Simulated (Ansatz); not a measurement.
Ag, 1 atom in the cell. It takes space group Im-3m (No. 229, cubic). The conventional cell has a = 3.311 Å, b = 3.311 Å, c = 3.311 Å, α = 90.00°, β = 90.00°, γ = 90.00°. Ag (site symmetry m-3m) is surrounded by 8 Ag at 2.87 Å. This isn't the form of Ag at room conditions, which is fcc.

| Quantity | Value |
| --- | --- |
| Program | Ansatz 0.2.0 |
| Task | relaxation of cell and atoms |
| Functional | PBE |
| Potentials or basis | Ansatz PAW |
| Cutoff | 420 eV (not typed: the program's choice for these potentials) |
| k mesh | 11 × 11 × 11 |
| Occupations | fermi-dirac, width 0.05 eV |
| Spin | no spin polarisation |

Potentials or basis: Ansatz PAW.

Command:

```sh
$ ansatz run input.yaml --threads 2 --pin off --max-ram 5632MiB --backend cpu --events-out ev --progress --plain --runs-dir out
```

Hardware: 2 threads of Arm Neoverse V1, on a shared host.

**Question.** How long does it take, and how much memory?

**Answer.** Run time: 2.1 s on 2 threads of Arm Neoverse V1 (shared host), peak memory 0.27 GiB. Counts: scf iterations 19, plane waves 369, k points 56, bands 14, ion steps 4.
